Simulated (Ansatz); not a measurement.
Here is an unrelaxed guess for P.

```cif
data_structure
_symmetry_space_group_name_H-M 'Pnnn:1'
_symmetry_Int_Tables_number 48
_cell_length_a 3.1194
_cell_length_b 5.7069
_cell_length_c 6.5371
_cell_angle_alpha 90.000
_cell_angle_beta 90.000
_cell_angle_gamma 90.000
_cell_volume 116.37
loop_
_atom_site_label
_atom_site_type_symbol
_atom_site_symmetry_multiplicity
_atom_site_Wyckoff_symbol
_atom_site_fract_x
_atom_site_fract_y
_atom_site_fract_z
_atom_site_occupancy
P1 P 8 m 0.20164 0.16562 0.09900 1
```

Computed with DFT PBE, scalar-relativistic, plane waves, PAW (Ansatz). Cutoff 420 eV; k points 6×4×4 on the computed 8-atom cell (Γ-centred); Gaussian smearing, width 0.10 eV; no spin polarisation.

Energies count from the standard state of P at the same level. The references include black phosphorus.

Question: How far from equilibrium is it?

Answer: The pressure is 57.1 GPa (the mean over three directions, positive in compression), the largest force is 11.09 eV/Å, and the energy is +1.98 eV/atom against the standard state. The shortest distance is 1.80 Å.

Question: How much does it gain on relaxing, and where does it end?

Answer: Relaxing gains about 2.0 eV/atom (the start's value is from the coarse mesh, so the gain is rough) in 46 ionic steps and ends at +0.01 eV/atom on the finer mesh. The symmetry goes from Pnnn (No. 48) to Cccm (No. 66), and the primitive cell from 8 to 4 atoms. The volume per atom grows by 56.2 %, from 14.5 to 22.7 Å³. The shortest distance goes from 1.80 Å (P–P) to 2.23 Å (P–P). Conventional cell: a = 4.605 Å, b = 11.945 Å, c = 3.305 Å. P has 3 P at 2.23–2.26 Å.

The last run used a 12×12×14 mesh (in the run's order of axes) for its 4-atom cell and Gaussian smearing of 0.10 eV. Weakly bound directions are ill-defined at this level, which has no dispersion term. The reference form of P is held partly by dispersion forces, which this level lacks. The relaxation can't lower the symmetry of the start. A later test with randomly moved atoms ended 3 meV/atom lower, in P2/m at a loose tolerance, which is no clear verdict on its stability.
